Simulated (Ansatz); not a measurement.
The system is TiCo.

```
CELL_PARAMETERS angstrom
2.98611 0.00000 0.00000
0.00000 2.98611 0.00000
0.00000 0.00000 2.98611
ATOMIC_POSITIONS crystal
Co 0.50000 0.50000 0.50000
Ti 0.00000 0.00000 0.00000
```

The cell comes from a database or a generator and needn't be the stable form of this composition.

| Quantity | Value |
| --- | --- |
| Program | Ansatz 0.2.0 |
| Task | relaxation of cell and atoms |
| Functional | BLYP |
| Dispersion | D3(BJ) |
| Potentials or basis | all-electron LAPW, scalar-relativistic |
| Basis error allowed | 0.001 eV/atom |
| k mesh | 9 × 9 × 9 |
| Occupations | fermi-dirac, width 0.05 eV |
| Spin | collinear spin, ferromagnetic start |
| Starting moments | [2.0, 1.0] μB |

At the start: volume 13.31 Å³/atom.

Question: Where does the relaxation end?

Answer: Over 5 steps the energy falls by 32.9 meV/atom and the volume is 12.43 Å³/atom (-6.7 %); space group Pm-3m (No. 221, to 0.05 Å); moment 0.65 μB per cell.

The path:
| step | energy change (eV) | largest force (eV/Å) | volume (Å³) |
| --- | --- | --- | --- |
| 1 | 0.0000 | 0.0000 | 26.63 |
| 2 | -0.0655 | 0.0000 | 24.95 |
| 3 | -0.0657 | 0.0000 | 24.84 |
| 4 | -0.0657 | 0.0000 | 24.85 |
| 5 | -0.0657 | 0.0000 | 24.85 |

Final structure:
```cif
data_structure
_symmetry_space_group_name_H-M 'P 1'
_symmetry_Int_Tables_number 1
_cell_length_a 2.9184
_cell_length_b 2.9184
_cell_length_c 2.9184
_cell_angle_alpha 90.000
_cell_angle_beta 90.000
_cell_angle_gamma 90.000
_cell_volume 24.85
loop_
_atom_site_label
_atom_site_type_symbol
_atom_site_fract_x
_atom_site_fract_y
_atom_site_fract_z
_atom_site_occupancy
Co1 Co 0.50000 0.50000 0.50000 1
Ti1 Ti 0.00000 0.00000 0.00000 1
```
